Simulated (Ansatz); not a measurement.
# Rhodium, fcc under r²SCAN: how the k-point mesh moves the result

Aim: find which k-point mesh is enough for energy and pressure. The geometry was relaxed under r²SCAN beforehand and stays fixed; 8 values are run, from 2×2×2 to 21×21×21. Wanted are the values from which on the energy stays within 10 and 1 meV/atom, and the pressure within 0.5 GPa, of the last run. Within the series other settings stay, but some runs also write fields, which adds to their time. Spin polarisation is left out.

Computed with Ansatz 0.2.0 (DFT r²SCAN, plane waves with PAW, scalar-relativistic, unless a step says otherwise).

## Step 1: Starting point

The structure is cubic, space group Fm-3m (No. 225). Conventional cell: a = 3.802 Å, b = 3.802 Å, c = 3.802 Å, α = 90.00°, β = 90.00°, γ = 90.00°. Rh (site symmetry m-3m) has 12 Rh at 2.69 Å as nearest neighbours.

As a file:

```xyz
1
Lattice="0.0000 1.9008 1.9008 1.9008 0.0000 1.9008 1.9008 1.9008 0.0000" Properties=species:S:1:pos:R:3 pbc="T T T"
Rh    0.0000    0.0000    0.0000
```

## Step 2: Run at 2×2×2

The run at 2×2×2.

Contents of input.yaml:

```yaml
crystal:
  lattice:
    - [0.0, 1.9008071574, 1.9008071574]
    - [1.9008071574, 0.0, 1.9008071574]
    - [1.9008071574, 1.9008071574, 0.0]
  atoms:
    - { symbol: Rh, position: [0.0, 0.0, 0.0] }
hamiltonian:
  xc: r2scan
  pseudopotentials:
    kind: paw
    azcp:
      Rh: "pseudopotentials/Rh.paw.azcp"
basis:
  ecutwfc: 500
  fft_grid_basis: typed
kpoints:
  mp_grid: { grid: [2, 2, 2], shift: [0, 0, 0] }
magnetization:
  spin_polarized: false
scf:
  occupations: { method: fermi_dirac, width: 0.1 }
  lower_state_search: "off"
output:
  stress: true
```

The run is started by

```bash
$ ansatz run input.yaml --threads 2 --pin off --max-ram 5120MiB --backend cpu --events-out ev --progress --plain --runs-dir out
```

Output, shortened:

```text
Warning: RAYON_NUM_THREADS=2 ignored (pool sized by the plan → 2); use --threads N
[...]
Pseudopotentials: kind: paw
Pseudopotential: Rh, paw, valence charge 17, recommended cutoff 500 eV (meta_gga), <dir>
Functional definition: r2SCAN
[...]
Crystal: 1 atoms, lattice volume = 13.735 Å³
Basis set: ecut = 500 eV, 339 PW (Γ), exchange–correlation on 80×80×80 points (64 copies of the dense FFT grid, shifted against one another)
Bands: 13, of which v1, the nominal top of the filled ones, is band 9 counted from 1 (8 counted from 0)
Symmetry: 48 space group operations
Space group: Fm-3m (ITA 225), of the structure as read, at distance tolerance 2.4e-5 Å
k-points: 3 of 8
[...]
SCF iter   1: F=-6411.201280 eV  HF=-6411.624065 eV  |F-HF|=4.23e-1  |Δ(HF+E_count)|=         —  Δρ=9.92e-2  dr2=8.85e-1  dr2_τ=5.71e-2  ethr=1.77e-3  ⟨swp⟩=5.0  Hψ=214  notcnv=0
[...]
SCF iter  10: F=-6411.580830 eV  HF=-6411.580830 eV  |F-HF|=1.08e-9  |Δ(HF+E_count)|=   2.35e-8  Δρ=3.67e-6  dr2=1.86e-9  dr2_τ=7.13e-11  ethr=5.88e-10  ⟨swp⟩=4.0  Hψ=117  notcnv=0
[...]
SCF converged after 10 iterations
Free energy (F): -6411.580830 eV
[...]
E sigma→0 (E₀):  -6411.473986 eV
Entropy (-TS):   -0.213689 eV (-213.689 meV/atom)
Fermi energy:    23.314911 eV
[...]
--- Stress (GPa, compression-positive) ---
       61.290359       0.000000      -0.000000
        0.000000      61.290359      -0.000000
        0.000000       0.000000      61.290359
  P = ⅓ Tr σ = 61.2904 GPa (612.904 kbar)
```

Wall time 0.55 s (2 threads of Arm Neoverse V1, shared host); peak memory 0.28 GiB.

## Step 3: Run at 4×4×4

The run at 4×4×4.

Changes to input.yaml since step 2:

```diff
@@ -17,3 +17,3 @@
 kpoints:
-  mp_grid: { grid: [2, 2, 2], shift: [0, 0, 0] }
+  mp_grid: { grid: [4, 4, 4], shift: [0, 0, 0] }
 magnetization:
@@ -25 +25,5 @@
   stress: true
+  write_density: true
+  write_potential: true
+  elf: true
+  volumetric_format: npy
```

The run is started by

```bash
$ ansatz run input.yaml --threads 2 --pin off --max-ram 5120MiB --backend cpu --events-out ev --progress --plain --runs-dir out
```

Output, shortened:

```text
Warning: RAYON_NUM_THREADS=2 ignored (pool sized by the plan → 2); use --threads N
[...]
Pseudopotentials: kind: paw
Pseudopotential: Rh, paw, valence charge 17, recommended cutoff 500 eV (meta_gga), <dir>
Functional definition: r2SCAN
[...]
Crystal: 1 atoms, lattice volume = 13.735 Å³
Basis set: ecut = 500 eV, 339 PW (Γ), exchange–correlation on 80×80×80 points (64 copies of the dense FFT grid, shifted against one another)
Bands: 13, of which v1, the nominal top of the filled ones, is band 9 counted from 1 (8 counted from 0)
Symmetry: 48 space group operations
Space group: Fm-3m (ITA 225), of the structure as read, at distance tolerance 2.4e-5 Å
k-points: 8 of 64
[...]
SCF iter   1: F=-6415.734262 eV  HF=-6415.717150 eV  |F-HF|=1.71e-2  |Δ(HF+E_count)|=         —  Δρ=1.25e-2  dr2=1.05e-2  dr2_τ=8.66e-3  ethr=1.77e-3  ⟨swp⟩=5.2  Hψ=613  notcnv=0
[...]
SCF iter   6: F=-6415.737217 eV  HF=-6415.737217 eV  |F-HF|=8.10e-8  |Δ(HF+E_count)|=   1.11e-6  Δρ=2.24e-5  dr2=3.24e-8  dr2_τ=2.69e-9  ethr=5.88e-10  ⟨swp⟩=9.9  Hψ=737  notcnv=0
[...]
SCF converged after 6 iterations
Free energy (F): -6415.737217 eV
[...]
E sigma→0 (E₀):  -6415.735181 eV
Entropy (-TS):   -0.004072 eV (-4.072 meV/atom)
Fermi energy:    22.345126 eV
[...]
--- Stress (GPa, compression-positive) ---
       -7.763473       0.000000       0.000000
        0.000000      -7.763473      -0.000000
        0.000000       0.000000      -7.763473
  P = ⅓ Tr σ = -7.7635 GPa (-77.635 kbar)
--- Band table (eV; the first three rows and the last of 8) ---
  k-point 0: bands = ["-58.8459", "-25.4848", "-25.4848", "-25.4848", "14.1194", "19.0910", "19.0910", "19.0910", "21.1949", "21.1949", "38.7762", "44.3555", "44.3555"]
[...]
```

Run time: 0.59 s. Hardware: 2 threads of Arm Neoverse V1, shared host; peak memory 0.28 GiB.

## Step 4: Run at 5×5×5

The run at 5×5×5.

Changes to input.yaml since step 3:

```diff
@@ -17,3 +17,3 @@
 kpoints:
-  mp_grid: { grid: [4, 4, 4], shift: [0, 0, 0] }
+  mp_grid: { grid: [5, 5, 5], shift: [0, 0, 0] }
 magnetization:
@@ -25,5 +25 @@
   stress: true
-  write_density: true
-  write_potential: true
-  elf: true
-  volumetric_format: npy
```

The run is started by

```bash
$ ansatz run input.yaml --threads 2 --pin off --max-ram 5120MiB --backend cpu --events-out ev --progress --plain --runs-dir out
```

Output, shortened:

```text
Warning: RAYON_NUM_THREADS=2 ignored (pool sized by the plan → 2); use --threads N
[...]
Pseudopotentials: kind: paw
Pseudopotential: Rh, paw, valence charge 17, recommended cutoff 500 eV (meta_gga), <dir>
Functional definition: r2SCAN
[...]
Crystal: 1 atoms, lattice volume = 13.735 Å³
Basis set: ecut = 500 eV, 339 PW (Γ), exchange–correlation on 80×80×80 points (64 copies of the dense FFT grid, shifted against one another)
Bands: 13, of which v1, the nominal top of the filled ones, is band 9 counted from 1 (8 counted from 0)
Symmetry: 48 space group operations
Space group: Fm-3m (ITA 225), of the structure as read, at distance tolerance 2.4e-5 Å
k-points: 10 of 125
[...]
SCF iter   1: F=-6415.165671 eV  HF=-6415.157698 eV  |F-HF|=7.97e-3  |Δ(HF+E_count)|=         —  Δρ=1.35e-2  dr2=6.82e-3  dr2_τ=1.10e-2  ethr=1.77e-3  ⟨swp⟩=5.2  Hψ=766  notcnv=0
[...]
SCF iter   6: F=-6415.166833 eV  HF=-6415.166833 eV  |F-HF|=3.40e-8  |Δ(HF+E_count)|=   1.29e-6  Δρ=1.55e-5  dr2=2.20e-8  dr2_τ=2.23e-9  ethr=5.88e-10  ⟨swp⟩=4.5  Hψ=451  notcnv=0
[...]
SCF converged after 6 iterations
Free energy (F): -6415.166833 eV
[...]
E sigma→0 (E₀):  -6415.125565 eV
Entropy (-TS):   -0.082537 eV (-82.537 meV/atom)
Fermi energy:    22.489790 eV
[...]
--- Stress (GPa, compression-positive) ---
        2.804341       0.000000       0.000000
       -0.000000       2.804341      -0.000000
        0.000000       0.000000       2.804341
  P = ⅓ Tr σ = 2.8043 GPa (28.043 kbar)
```

Wall time 0.55 s (2 threads of Arm Neoverse V1, shared host); peak memory 0.28 GiB.

## Step 5: Run at 7×7×7

The run at 7×7×7.

Changes to input.yaml since step 4:

```diff
@@ -17,3 +17,3 @@
 kpoints:
-  mp_grid: { grid: [5, 5, 5], shift: [0, 0, 0] }
+  mp_grid: { grid: [7, 7, 7], shift: [0, 0, 0] }
 magnetization:
```

The run is started by

```bash
$ ansatz run input.yaml --threads 2 --pin off --max-ram 5120MiB --backend cpu --events-out ev --progress --plain --runs-dir out
```

Output, shortened:

```text
Warning: RAYON_NUM_THREADS=2 ignored (pool sized by the plan → 2); use --threads N
[...]
Pseudopotentials: kind: paw
Pseudopotential: Rh, paw, valence charge 17, recommended cutoff 500 eV (meta_gga), <dir>
Functional definition: r2SCAN
[...]
Crystal: 1 atoms, lattice volume = 13.735 Å³
Basis set: ecut = 500 eV, 339 PW (Γ), exchange–correlation on 80×80×80 points (64 copies of the dense FFT grid, shifted against one another)
Bands: 13, of which v1, the nominal top of the filled ones, is band 9 counted from 1 (8 counted from 0)
Symmetry: 48 space group operations
Space group: Fm-3m (ITA 225), of the structure as read, at distance tolerance 2.4e-5 Å
k-points: 20 of 343
[...]
SCF iter   1: F=-6415.352418 eV  HF=-6415.340777 eV  |F-HF|=1.16e-2  |Δ(HF+E_count)|=         —  Δρ=1.24e-2  dr2=4.98e-3  dr2_τ=1.06e-2  ethr=1.77e-3  ⟨swp⟩=5.5  Hψ=1530  notcnv=0
[...]
SCF iter   6: F=-6415.354120 eV  HF=-6415.354120 eV  |F-HF|=7.82e-9  |Δ(HF+E_count)|=   4.34e-7  Δρ=1.91e-5  dr2=3.14e-8  dr2_τ=6.05e-9  ethr=5.88e-10  ⟨swp⟩=4.3  Hψ=879  notcnv=0
[...]
SCF converged after 6 iterations
Free energy (F): -6415.354120 eV
[...]
E sigma→0 (E₀):  -6415.339656 eV
Entropy (-TS):   -0.028928 eV (-28.928 meV/atom)
Fermi energy:    22.265304 eV
[...]
--- Stress (GPa, compression-positive) ---
       -1.133222       0.000000      -0.000000
        0.000000      -1.133222      -0.000000
        0.000000      -0.000000      -1.133222
  P = ⅓ Tr σ = -1.1332 GPa (-11.332 kbar)
```

Run time: 0.65 s. Hardware: 2 threads of Arm Neoverse V1, shared host; peak memory 0.28 GiB.

## Step 6: Run at 9×9×9

The run at 9×9×9.

Changes to input.yaml since step 5:

```diff
@@ -17,3 +17,3 @@
 kpoints:
-  mp_grid: { grid: [7, 7, 7], shift: [0, 0, 0] }
+  mp_grid: { grid: [9, 9, 9], shift: [0, 0, 0] }
 magnetization:
```

The run is started by

```bash
$ ansatz run input.yaml --threads 2 --pin off --max-ram 5120MiB --backend cpu --events-out ev --progress --plain --runs-dir out
```

Output, shortened:

```text
Warning: RAYON_NUM_THREADS=2 ignored (pool sized by the plan → 2); use --threads N
[...]
Pseudopotentials: kind: paw
Pseudopotential: Rh, paw, valence charge 17, recommended cutoff 500 eV (meta_gga), <dir>
Functional definition: r2SCAN
[...]
Crystal: 1 atoms, lattice volume = 13.735 Å³
Basis set: ecut = 500 eV, 339 PW (Γ), exchange–correlation on 80×80×80 points (64 copies of the dense FFT grid, shifted against one another)
Bands: 13, of which v1, the nominal top of the filled ones, is band 9 counted from 1 (8 counted from 0)
Symmetry: 48 space group operations
Space group: Fm-3m (ITA 225), of the structure as read, at distance tolerance 2.4e-5 Å
k-points: 35 of 729
[...]
SCF iter   1: F=-6415.280508 eV  HF=-6415.270169 eV  |F-HF|=1.03e-2  |Δ(HF+E_count)|=         —  Δρ=9.79e-3  dr2=3.84e-3  dr2_τ=8.98e-3  ethr=1.77e-3  ⟨swp⟩=5.2  Hψ=2690  notcnv=0
[...]
SCF iter   6: F=-6415.281675 eV  HF=-6415.281675 eV  |F-HF|=3.10e-10  |Δ(HF+E_count)|=   8.10e-7  Δρ=1.07e-5  dr2=4.14e-9  dr2_τ=6.66e-9  ethr=5.88e-10  ⟨swp⟩=4.5  Hψ=1551  notcnv=0
[...]
SCF converged after 6 iterations
Free energy (F): -6415.281675 eV
[...]
E sigma→0 (E₀):  -6415.260886 eV
Entropy (-TS):   -0.041579 eV (-41.579 meV/atom)
Fermi energy:    22.171412 eV
[...]
--- Stress (GPa, compression-positive) ---
        0.116083       0.000000       0.000000
        0.000000       0.116083       0.000000
        0.000000       0.000000       0.116083
  P = ⅓ Tr σ = 0.1161 GPa (1.161 kbar)
```

Run time: 0.83 s. Hardware: 2 threads of Arm Neoverse V1, shared host; peak memory 0.28 GiB.

## Step 7: Run at 11×11×11

The run at 11×11×11.

Changes to input.yaml since step 6:

```diff
@@ -17,3 +17,3 @@
 kpoints:
-  mp_grid: { grid: [9, 9, 9], shift: [0, 0, 0] }
+  mp_grid: { grid: [11, 11, 11], shift: [0, 0, 0] }
 magnetization:
```

The run is started by

```bash
$ ansatz run input.yaml --threads 2 --pin off --max-ram 5120MiB --backend cpu --events-out ev --progress --plain --runs-dir out
```

Output, shortened:

```text
Warning: RAYON_NUM_THREADS=2 ignored (pool sized by the plan → 2); use --threads N
[...]
Pseudopotentials: kind: paw
Pseudopotential: Rh, paw, valence charge 17, recommended cutoff 500 eV (meta_gga), <dir>
Functional definition: r2SCAN
[...]
Crystal: 1 atoms, lattice volume = 13.735 Å³
Basis set: ecut = 500 eV, 339 PW (Γ), exchange–correlation on 80×80×80 points (64 copies of the dense FFT grid, shifted against one another)
Bands: 13, of which v1, the nominal top of the filled ones, is band 9 counted from 1 (8 counted from 0)
Symmetry: 48 space group operations
Space group: Fm-3m (ITA 225), of the structure as read, at distance tolerance 2.4e-5 Å
k-points: 56 of 1331
[...]
SCF iter   1: F=-6415.287851 eV  HF=-6415.277656 eV  |F-HF|=1.02e-2  |Δ(HF+E_count)|=         —  Δρ=1.05e-2  dr2=5.46e-3  dr2_τ=9.61e-3  ethr=1.77e-3  ⟨swp⟩=5.2  Hψ=4329  notcnv=0
[...]
SCF iter   6: F=-6415.289157 eV  HF=-6415.289157 eV  |F-HF|=2.38e-9  |Δ(HF+E_count)|=   3.30e-7  Δρ=8.31e-6  dr2=2.73e-9  dr2_τ=3.94e-10  ethr=5.88e-10  ⟨swp⟩=4.0  Hψ=2441  notcnv=0
[...]
SCF converged after 6 iterations
Free energy (F): -6415.289157 eV
[...]
E sigma→0 (E₀):  -6415.266602 eV
Entropy (-TS):   -0.045111 eV (-45.111 meV/atom)
Fermi energy:    22.252030 eV
[...]
--- Stress (GPa, compression-positive) ---
        0.248096       0.000000      -0.000000
        0.000000       0.248096      -0.000000
        0.000000       0.000000       0.248096
  P = ⅓ Tr σ = 0.2481 GPa (2.481 kbar)
```

Run time: 1.1 s. Hardware: 2 threads of Arm Neoverse V1, shared host; peak memory 0.29 GiB.

## Step 8: Run at 15×15×15

The run at 15×15×15.

Changes to input.yaml since step 7:

```diff
@@ -17,3 +17,3 @@
 kpoints:
-  mp_grid: { grid: [11, 11, 11], shift: [0, 0, 0] }
+  mp_grid: { grid: [15, 15, 15], shift: [0, 0, 0] }
 magnetization:
@@ -25 +25,5 @@
   stress: true
+  write_density: true
+  write_potential: true
+  elf: true
+  volumetric_format: npy
```

The run is started by

```bash
$ ansatz run input.yaml --threads 2 --pin off --max-ram 5120MiB --backend cpu --events-out ev --progress --plain --runs-dir out
```

Output, shortened:

```text
Warning: RAYON_NUM_THREADS=2 ignored (pool sized by the plan → 2); use --threads N
[...]
Pseudopotentials: kind: paw
Pseudopotential: Rh, paw, valence charge 17, recommended cutoff 500 eV (meta_gga), <dir>
Functional definition: r2SCAN
[...]
Crystal: 1 atoms, lattice volume = 13.735 Å³
Basis set: ecut = 500 eV, 339 PW (Γ), exchange–correlation on 80×80×80 points (64 copies of the dense FFT grid, shifted against one another)
Bands: 13, of which v1, the nominal top of the filled ones, is band 9 counted from 1 (8 counted from 0)
Symmetry: 48 space group operations
Space group: Fm-3m (ITA 225), of the structure as read, at distance tolerance 2.4e-5 Å
k-points: 120 of 3375
[...]
SCF iter   1: F=-6415.292591 eV  HF=-6415.282392 eV  |F-HF|=1.02e-2  |Δ(HF+E_count)|=         —  Δρ=1.00e-2  dr2=3.75e-3  dr2_τ=9.74e-3  ethr=1.77e-3  ⟨swp⟩=5.3  Hψ=9325  notcnv=0
[...]
SCF iter   6: F=-6415.293660 eV  HF=-6415.293660 eV  |F-HF|=5.27e-9  |Δ(HF+E_count)|=   9.85e-7  Δρ=7.22e-6  dr2=2.09e-9  dr2_τ=1.86e-9  ethr=5.88e-10  ⟨swp⟩=9.7  Hψ=10988  notcnv=0
[...]
SCF converged after 6 iterations
Free energy (F): -6415.293660 eV
[...]
E sigma→0 (E₀):  -6415.272679 eV
Entropy (-TS):   -0.041962 eV (-41.962 meV/atom)
Fermi energy:    22.224261 eV
[...]
--- Stress (GPa, compression-positive) ---
       -0.053393      -0.000000       0.000000
       -0.000000      -0.053393      -0.000000
        0.000000      -0.000000      -0.053393
  P = ⅓ Tr σ = -0.0534 GPa (-0.534 kbar)
--- Band table (eV; the first three rows and the last of 120) ---
  k-point 0: bands = ["-58.9163", "-25.5522", "-25.5522", "-25.5522", "14.0762", "19.0578", "19.0578", "19.0578", "21.1545", "21.1545", "38.7097", "44.3514", "44.3514"]
[...]
```

Wall time 2.4 s (2 threads of Arm Neoverse V1, shared host); peak memory 0.31 GiB.

## Step 9: Run at 21×21×21

The run at 21×21×21.

Changes to input.yaml since step 8:

```diff
@@ -17,3 +17,3 @@
 kpoints:
-  mp_grid: { grid: [15, 15, 15], shift: [0, 0, 0] }
+  mp_grid: { grid: [21, 21, 21], shift: [0, 0, 0] }
 magnetization:
@@ -25,5 +25 @@
   stress: true
-  write_density: true
-  write_potential: true
-  elf: true
-  volumetric_format: npy
```

The run is started by

```bash
$ ansatz run input.yaml --threads 2 --pin off --max-ram 5120MiB --backend cpu --events-out ev --progress --plain --runs-dir out
```

Output, shortened:

```text
Warning: RAYON_NUM_THREADS=2 ignored (pool sized by the plan → 2); use --threads N
[...]
Pseudopotentials: kind: paw
Pseudopotential: Rh, paw, valence charge 17, recommended cutoff 500 eV (meta_gga), <dir>
Functional definition: r2SCAN
[...]
Crystal: 1 atoms, lattice volume = 13.735 Å³
Basis set: ecut = 500 eV, 339 PW (Γ), exchange–correlation on 80×80×80 points (64 copies of the dense FFT grid, shifted against one another)
Bands: 13, of which v1, the nominal top of the filled ones, is band 9 counted from 1 (8 counted from 0)
Symmetry: 48 space group operations
Space group: Fm-3m (ITA 225), of the structure as read, at distance tolerance 2.4e-5 Å
k-points: 286 of 9261
[...]
SCF iter   1: F=-6415.292604 eV  HF=-6415.282394 eV  |F-HF|=1.02e-2  |Δ(HF+E_count)|=         —  Δρ=1.01e-2  dr2=3.92e-3  dr2_τ=9.72e-3  ethr=1.77e-3  ⟨swp⟩=5.3  Hψ=22214  notcnv=0
[...]
SCF iter   6: F=-6415.293746 eV  HF=-6415.293746 eV  |F-HF|=8.18e-9  |Δ(HF+E_count)|=   9.95e-7  Δρ=7.94e-6  dr2=3.48e-9  dr2_τ=1.77e-9  ethr=5.88e-10  ⟨swp⟩=4.5  Hψ=12670  notcnv=0
[...]
SCF converged after 6 iterations
Free energy (F): -6415.293746 eV
[...]
E sigma→0 (E₀):  -6415.272560 eV
Entropy (-TS):   -0.042373 eV (-42.373 meV/atom)
Fermi energy:    22.224042 eV
[...]
--- Stress (GPa, compression-positive) ---
       -0.021074       0.000000      -0.000000
        0.000000      -0.021074       0.000000
        0.000000      -0.000000      -0.021074
  P = ⅓ Tr σ = -0.0211 GPa (-0.211 kbar)
```

Run time: 3.7 s. Hardware: 2 threads of Arm Neoverse V1, shared host; peak memory 0.36 GiB.

## Step 10: The series

Differences are taken from the run at 21×21×21.

| k-mesh | k-points | E(σ → 0) (meV/atom) | P (GPa) | SCF cycles | CPU time |
| --- | --- | --- | --- | --- | --- |
| 2×2×2 | 3 | 3798.57 | 61.29 | 10 | 0.87 s |
| 4×4×4 | 8 | -462.62 | -7.76 | 6 | 0.95 s |
| 5×5×5 | 10 | 147.00 | 2.80 | 6 | 0.88 s |
| 7×7×7 | 20 | -67.10 | -1.13 | 6 | 1.1 s |
| 9×9×9 | 35 | 11.67 | 0.12 | 6 | 1.4 s |
| 11×11×11 | 56 | 5.96 | 0.25 | 6 | 1.9 s |
| 15×15×15 | 120 | -0.12 | -0.05 | 6 | 4.5 s |
| 21×21×21 | 286 | 0.00 | -0.02 | 6 | 7.1 s |

## Step 11: Outcome

| quantity | value |
| --- | --- |
| E(σ → 0) stays within 10 meV/atom of 21×21×21 | from 11×11×11 on |
| E(σ → 0) stays within 1 meV/atom | from 15×15×15 on |
| pressure stays within 0.5 GPa | from 9×9×9 on |
| pressure at 21×21×21 | -0.02 GPa |
| CPU time, dearest over cheapest | 8.1 |
| energy of a separate run on a finer mesh (23×23×23) | -0.3 meV/atom from 21×21×21 |

**Reading.** At 2×2×2 the energy differs by +3799 meV/atom and the pressure by +61.3 GPa. Convergence in k is not monotonic; the energy swings about its limit. 1 meV/atom needs 15×15×15. A Fermi surface needs many points. A run on a finer mesh agrees with the yardstick to 1 meV/atom.
